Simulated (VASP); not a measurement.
The system is LiF.

```
Li F
1.0
     2.51626    0.00000    0.00000
     0.00000    2.51626    0.00000
     0.00000    0.00000    2.51626
Li F
1 1
Direct
  0.00000 0.00000 0.00000
  0.50000 0.50000 0.50000
```

The cell was built by a generator and needn't be a form met in nature.

Base run:

```yaml
Program: VASP 6.6.1
Functional: PBEsol
Potentials_or_basis: VASP PAW PBE potentials, release 64 (Li_sv, F)
Cutoff: 520 eV
k_mesh: 8 × 8 × 8
Occupations: gaussian, width 0.01 eV
Spin: no spin polarisation
```

Its results: band gap on the k mesh 7.81 eV, indirect (least direct gap 8.54 eV).

The run is repeated on the same cell with these changes: functional from PBEsol to HSE06; k mesh from 8 × 8 × 8 to 4 × 4 × 4. What comes out?

Band gap on the k mesh 10.18 eV, indirect (least direct gap 10.94 eV).

Several settings changed at once, so the effect can't be laid on one alone.

Caveats: some runs use coarse meshes.

A k mesh can miss the band edges.
